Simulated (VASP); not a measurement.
# Mg: relaxation of cell and atoms with PBE

The system is Mg.

```
Mg
1.0
     3.20930    0.00000    0.00000
    -1.60465    2.77934    0.00000
     0.00000    0.00000    5.21030
Mg
2
Direct
  0.66667 0.33333 0.75000
  0.33333 0.66667 0.25000
```

```json
{"Program": "VASP 6.6.1", "Task": "relaxation of cell and atoms", "Functional": "PBE", "Potentials or basis": "VASP PAW PBE potentials, release 64 (Mg_sv_GW)", "Cutoff": "680 eV", "k mesh": "10 × 10 × 5", "Occupations": "fermi-dirac, width 0.05 eV", "Spin": "no spin polarisation", "Further INCAR settings": "ALGO = Fast; EDIFF = 1e-06; IBRION = 2; EDIFFG = -0.01; NSW = 60; ISIF = 3"}
```

```yaml
Relaxed_volume: 22.54 Å³/atom
Relaxed_cell: a = 3.147 Å, b = 3.147 Å, c = 5.256 Å, α = 90.00°, β = 90.00°, γ = 120.00°
Space_group_after_relaxing_to_0.05_Å: P6_3/mmc (No. 194)
Energy_gained_by_relaxing: 4.6 meV/atom
Ionic_steps: 16
Pressure_after_relaxing: 0.0 GPa
Band_gap_on_the_k_mesh: none (metal or under the smearing width)
```

The path:
```csv
step,energy change (eV),largest force (eV/Å),pressure (GPa),volume (Å³)
1,0.0000,0.0000,-1.06,46.47
2,-0.0063,0.0000,-0.31,45.44
3,-0.0073,0.0000,0.38,44.71
4,-0.0074,0.0000,1.26,44.84
5,-0.0070,0.0000,-0.10,45.21
6,-0.0073,0.0000,-0.71,45.03
7,-0.0074,0.0000,0.07,44.93
8,-0.0074,0.0000,0.16,44.90
9,-0.0074,0.0000,0.26,44.87
10,-0.0089,0.0000,0.20,44.91
11,-0.0092,0.0000,0.28,44.92
12,-0.0092,0.0000,0.15,44.93
13,-0.0093,0.0000,-0.13,45.10
14,-0.0093,0.0000,0.18,45.08
15,-0.0093,0.0000,-0.15,45.09
16,-0.0093,0.0000,0.01,45.09
```

Final structure:
```
CELL_PARAMETERS angstrom
3.14709 0.00000 0.00000
-1.57354 2.72546 0.00000
0.00000 0.00000 5.25636
ATOMIC_POSITIONS crystal
Mg 0.66667 0.33333 0.75000
Mg 0.33333 0.66667 0.25000
```

Levels at points of the mesh, in eV from the Fermi level:
| k point | band 7 | band 8 | band 9 | band 10 | band 11 | band 12 | band 13 | band 14 |
| --- | --- | --- | --- | --- | --- | --- | --- | --- |
| (0.00, 0.00, 0.00) | -42.75 | -42.75 | -7.06 | -1.90 | -1.56 | 11.30 | 11.30 | 11.53 |
| (0.50, 0.00, 0.00) | -42.76 | -42.76 | -2.14 | -2.09 | 2.61 | 2.92 | 3.09 | 3.57 |

Run time: 5.3 min on 1 thread of Intel(R) Xeon(R) Platinum 8559C (Emerald Rapids), on a shared host, peak memory 0.2 GiB.
